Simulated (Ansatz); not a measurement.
# Re: the cost of one run

Method: DFT PBEsol, scalar-relativistic, plane waves, PAW, in Ansatz 0.2.0.

This is Re in the fcc structure; at room conditions it is hcp.

2 further runs of the same task are left out: 2 set aside as unsound or not needed.

### Step 1. The structure to begin with

It takes space group Fm-3m (No. 225, cubic). The conventional cell has a = 3.881 Å, b = 3.881 Å, c = 3.881 Å, α = 90.00°, β = 90.00°, γ = 90.00°. Re (site symmetry m-3m) has 12 Re at 2.74 Å as nearest neighbours.

As a file:

```
CELL_PARAMETERS angstrom
0.00000 1.94028 1.94028
1.94028 0.00000 1.94028
1.94028 1.94028 0.00000
ATOMIC_POSITIONS crystal
Re 0.00000 0.00000 0.00000
```

This cell was relaxed beforehand with the same method: volume 14.61 Å³/atom, gap on the mesh none (metal).

### Step 2. Bands, states and charges

The input, input.yaml:

```yaml
crystal:
  lattice:
    - [0.0, 1.9402774919, 1.9402774919]
    - [1.9402774919, 0.0, 1.9402774919]
    - [1.9402774919, 1.9402774919, 0.0]
  atoms:
    - { symbol: Re, position: [0.0, 0.0, 0.0] }
basis:
  ecutwfc: 420
kpoints:
  mp_grid: { grid: [18, 18, 18] }
  band_path:
    path:
      - [[0.0, 0.0, 0.0], [0.5, 0.0, 0.5], [0.625, 0.25, 0.625]]
      - [[0.375, 0.375, 0.75], [0.0, 0.0, 0.0], [0.5, 0.5, 0.5], [0.5, 0.25, 0.75], [0.5, 0.0, 0.5]]
    npoints: 14
hamiltonian:
  xc: pbesol
scf:
  occupations: { method: gaussian, width: 0.1 }
  n_extra_bands: 6
output:
  forces: true
  stress: true
  eigenvalues: true
  populations: true
  dos: { projected: true, de: 0.02, nscf_kmesh: { grid: [27, 27, 27] } }
  bader: true
  write_density: true
  write_potential: true
  elf: true
  volumetric_format: npy
```

Command:

```bash
$ ansatz run input.yaml --threads 1 --pin off --max-ram 2560MiB --backend cpu --events-out ev --progress --plain --runs-dir out
```

Q: Estimate wall time and peak memory on 1 thread of Intel Xeon at 2.50GHz (Skylake/Cascade Lake), shared host.

About 25 s, with a peak of 0.35 GiB.
